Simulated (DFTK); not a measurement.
Runs of DFTK 0.8.2 on HfC. It takes space group Fm-3m (No. 225, cubic). Conventional cell: a = 4.650 Å, b = 4.650 Å, c = 4.650 Å, α = 90.00°, β = 90.00°, γ = 90.00°. Around Hf (site symmetry m-3m) lie 6 C at 2.33 Å. C (site symmetry m-3m) has 6 Hf at 2.33 Å as nearest neighbours. 

```tsv
task	level	potentials or basis	k mesh	cutoff (eV)	valence electrons	SCF solver	mesh quality	gap on the mesh (eV)	pressure (GPa)	V0 of scaled cells (Å³/atom)	B0 (GPa)
equation of state	PBEsol	PseudoDojo 0.4 stringent (PBEsol)	6 × 6 × 6	1796	C 4, Hf 26	-	coarse	-	-	12.23	248
band structure	r2SCAN	SG15 1.2 (PBE)	8 × 8 × 8	1225	C 4, Hf 26	-	not flagged	none	-10.1	-	-
single point	PBEsol	dojo.nc.sr.pbesol.v0_4_1.standard.upf (PBEsol)	10 × 10 × 10	1116	C 4, Hf 12	-	not flagged	none	-6.2	-	-
band structure	PBEsol	SG15 1.2 (PBE)	8 × 8 × 8	1225	C 4, Hf 26	-	not flagged	none	(a)	-	-
equation of state	LDA	dojo.nc.sr.lda.v0_4_1.standard.upf (LDA)	7 × 7 × 7	1116	C 4, Hf 12	-	not flagged	-	-	11.87	267
band structure	PBEsol	SPMS 1.0 (PBE)	10 × 10 × 10	816	C 4, Hf 12	-	not flagged	none	-	-	-
band structure	TASK	SG15 1.2 (PBE)	6 × 6 × 6	1225	C 4, Hf 26	-	coarse	none	-0.4	-	-
band structure	PBEsol	SPMS 1.0 (PBE)	10 × 10 × 10	1225	C 4, Hf 12	-	not flagged	none	-5.5	-	-
band structure	r2SCAN	cp2k.nc.sr.pbe.v0_1.largecore.gth (PBE, GTH)	7 × 7 × 7	2068	C 4, Hf 12	ScfAndersonSolver	not flagged	none	-1.8	-	-
equation of state	r2SCAN	cp2k.nc.sr.pbe.v0_1.largecore.gth (PBE, GTH)	6 × 6 × 6	2068	C 4, Hf 12	ScfAndersonSolver	coarse	-	-	12.50	241
band structure	LDA	cp2k.nc.sr.lda.v0_1.semicore.gth (LDA, GTH)	10 × 10 × 10	1551	C 4, Hf 12	-	not flagged	none	-12.5	-	-
equation of state	PBEsol	dojo.nc.sr.pbesol.v0_4_1.standard.upf (PBEsol)	10 × 10 × 10	1116	C 4, Hf 12	-	not flagged	-	-	(b)	251
```

Alike in all rows: no spin polarisation; cell as given; smearing fermi-dirac 0.05 eV.

Q: Estimate the missing entries.

A: (a) -6.3; (b) 12.25.

Caveats: some runs use coarse meshes; the potentials were made for another functional, which shifts forces and pressure (some runs); GTH potentials come without recommended cutoffs, and this one wasn't checked for convergence (some runs).

A k mesh can miss the band edges, and the runs leave out spin-orbit coupling on Hf.

A gap of «none» marks a metal or a gap under the smearing width.

Not every run made on this cell is shown here.
